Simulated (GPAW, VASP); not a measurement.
This is a calculation of InPd for VASP 6.6.1. The cell comes from a database or a generator and needn't be the stable form of this composition.

Contents of INCAR:

```
PREC     = Accurate       # precision mode
ENCUT    = 520            # plane-wave cutoff, eV
EDIFF    = 1E-6           # SCF threshold, eV
ISMEAR   = 0              # smearing method
SIGMA    = 0.013000000000000001 # smearing width, eV
LREAL    = False          # projectors in reciprocal space
LASPH    = True           # aspherical terms in the spheres
NELM     = 60             # most SCF steps
ALGO     = Normal         # electronic algorithm
ISIF     = 2              # what is computed and relaxed
LWAVE    = False          # write WAVECAR
LCHARG   = False          # write CHGCAR
GGA      = PE             # functional
```

KPOINTS

```
regular mesh
0
Gamma
  8 8 8
```

The input POSCAR:

```
InPd
1.0
    3.2718847800      0.0000000000      0.0000000000
    0.0000000000      3.2718847800      0.0000000000
    0.0000000000      0.0000000000      3.2718847800
In Pd
1 1
Direct
    0.0000000000      0.0000000000      0.0000000000
    0.5000000000      0.5000000000      0.5000000000
```

Potentials or basis: VASP PAW PBE potentials, release 64 (In_d, Pd).

Run with:

```sh
$ cat potpaw_PBE.64/In_d/POTCAR potpaw_PBE.64/Pd/POTCAR > POTCAR
$ mpirun -np 1 vasp_std > vasp.out
```

Question: What does the same run look like in GPAW 26.7.0 (ASE script)? Potentials or basis there: GPAW PAW data sets (gpaw-data 1.2.1), cutoff 600 eV.

Answer: As run (cutoffs and basis follow the program's own potentials, and thresholds, step limits or extra output files can differ):

Contents of run.py:

```python
from ase.dft.bandgap import bandgap
from ase.io import read, write
from ase.units import GPa
from gpaw import GPAW, PW

atoms = read('POSCAR')

calc = GPAW(mode=PW(600),
            xc='PBE',
            kpts={'size': (8, 8, 8), 'gamma': True},
            occupations={'name': 'methfessel-paxton', 'order': 0, 'width': 0.013000000000000001},
            nbands=26,
            convergence={'density': 1e-05, 'energy': 1e-05},
            maxiter=150,
            txt='gpaw.txt')
atoms.calc = calc
energy = atoms.get_potential_energy()
forces = atoms.get_forces()
stress = atoms.get_stress()
calc.write('gs.gpw')
write('result.traj', atoms)
print(f'Energy: {energy:.6f} eV')
print('Forces (eV/A):')
print(forces.round(4))
print('Stress (GPa):', (stress / GPa).round(3))
print('Fermi level:', round(calc.get_fermi_level(), 4), 'eV')
print(f'Gap: {bandgap(calc)[0]:.4f} eV, direct: {bandgap(calc, direct=True)[0]:.4f} eV')
```

POSCAR

```
InPd
1.0
    3.2718847800      0.0000000000      0.0000000000
    0.0000000000      3.2718847800      0.0000000000
    0.0000000000      0.0000000000      3.2718847800
In Pd
1 1
Direct
    0.0000000000      0.0000000000      0.0000000000
    0.5000000000      0.5000000000      0.5000000000
```

Potentials or basis: GPAW PAW data sets (gpaw-data 1.2.1), pw.

The run is started by

```sh
$ OMP_NUM_THREADS=1 python run.py
```

Both were run:

|  | VASP | GPAW |
| --- | --- | --- |
| Pressure | 3.8 GPa | 3.4 GPa |

The potentials hold 23 and 29 valence electrons a cell.

Pressure is positive in compression.
